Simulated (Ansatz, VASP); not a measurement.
**LiH in VASP and in Ansatz**

Contents of INCAR:

```
PREC     = Accurate       # precision mode
ENCUT    = 520            # plane-wave cutoff, eV
EDIFF    = 1E-6           # SCF threshold, eV
ISMEAR   = -1             # smearing method
SIGMA    = 0.02           # smearing width, eV
LREAL    = F              # projectors in reciprocal space
LASPH    = T              # aspherical terms in the spheres
NELM     = 80             # most SCF steps
ALGO     = Normal         # electronic algorithm
ISIF     = 2              # what is computed and relaxed
LWAVE    = F              # write WAVECAR
LCHARG   = F              # write CHGCAR
GGA      = PE             # functional
NBANDS   = 9              # bands
```

KPOINTS

```
Automatic mesh
0
Gamma
  10 10 10
```

The input POSCAR:

```
LiH
1.0
   -0.0507565516      2.0247467028      2.0247467028
    2.0247467028     -0.0507565516      2.0247467028
    2.0247467028      2.0247467028     -0.0507565516
Li H
1 1
Direct
    0.0000000000      0.0000000000      0.0000000000
    0.5000000000      0.5000000000      0.5000000000
```

Input for Ansatz:

```yaml
crystal:
  lattice:
    - [-0.0507565516, 2.0247467028, 2.0247467028]
    - [2.0247467028, -0.0507565516, 2.0247467028]
    - [2.0247467028, 2.0247467028, -0.0507565516]
  atoms:
    - { symbol: Li, position: [0.0, 0.0, 0.0] }
    - { symbol: H, position: [0.5, 0.5, 0.5] }
kpoints:
  mp_grid: { grid: [10, 10, 10] }
  band_path:
    path:
      - [0.0, 0.0, 0.0]
      - [0.5, 0.0, 0.5]
      - [0.625, 0.25, 0.625]
      - [0.375, 0.375, 0.75]
      - [0.5, 0.5, 0.5]
      - [0.5, 0.25, 0.75]
    npoints: 1
hamiltonian:
  xc: pbe
scf:
  occupations: { method: fermi_dirac, width: 0.02 }
  n_extra_bands: 4
output:
  forces: true
  stress: true
  eigenvalues: true
```

Change from the starting cell: epitaxial_111 strain +3.6%.

Alike in both runs: task single point; functional PBE; k mesh 10 × 10 × 10; occupations fermi-dirac, width 0.02 eV; no spin polarisation.

```csv
,VASP,Ansatz
version,VASP 6.6.1,Ansatz 0.2.0
potentials or method,"VASP PAW PBE potentials, release 64 (Li_sv, H)","plane waves, PAW"
plane-wave cutoff (eV),520,420
valence electrons in the cell,4,4
```

|  | VASP | Ansatz | Ansatz less VASP |
| --- | --- | --- | --- |
| gap on the k mesh at the Fermi level (eV) | 3.02 | 3.03 | +0.008 |

The functional is the same, so the differences come from potentials, cutoffs and numerics.

 A k mesh can miss the band edges.
